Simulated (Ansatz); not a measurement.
ZrC:

```
CELL_PARAMETERS angstrom
0.00000 2.54552 2.54552
2.54552 0.00000 2.54552
2.54552 2.54552 0.00000
ATOMIC_POSITIONS crystal
Zr 0.50000 0.50000 0.50000
C 0.75000 0.75000 0.75000
```

The cell was built by a generator and needn't be a form met in nature.

```yaml
Program: Ansatz 0.2.0
Task: relaxation of cell and atoms
Functional: PBEsol0
Potentials_or_basis: Ansatz PAW
Cutoff: "420 eV (not typed: the program's choice for these potentials)"
k_mesh: 5 × 5 × 5
Occupations: fermi-dirac, width 0.05 eV
Spin: no spin polarisation
```

At the start: volume 16.49 Å³/atom.

**Question.** Where does the relaxation end?

**Answer.** It ends after 5 steps and the volume is 16.08 Å³/atom (-2.5 %); space group F-43m (No. 216, to 0.05 Å).

The path:
| step | energy change (eV) | largest force (eV/Å) | volume (Å³) |
| --- | --- | --- | --- |
| 1 | 0.0000 | 0.0000 | 32.99 |
| 2 | -0.0093 | 0.0000 | 31.76 |
| 3 | -0.0115 | 0.0000 | 32.17 |
| 4 | -0.0115 | 0.0000 | 32.16 |
| 5 | -0.0108 | 0.0000 | 32.16 |

Final structure:
```
CELL_PARAMETERS angstrom
0.00000 2.52395 2.52395
2.52395 0.00000 2.52395
2.52395 2.52395 0.00000
ATOMIC_POSITIONS crystal
Zr 0.50000 0.50000 0.50000
C 0.75000 0.75000 0.75000
```

Caveat: the k mesh is coarse (spacing up to 0.43 Å⁻¹), so the values aren't converged, least of all with exact exchange; the plane-wave basis is chosen anew once the cell has moved, so the energies of steps on either side of that aren't comparable; the PAW data sets come from PBE, with cores solved anew for the run's functional, which leaves a small shift of forces and pressure.
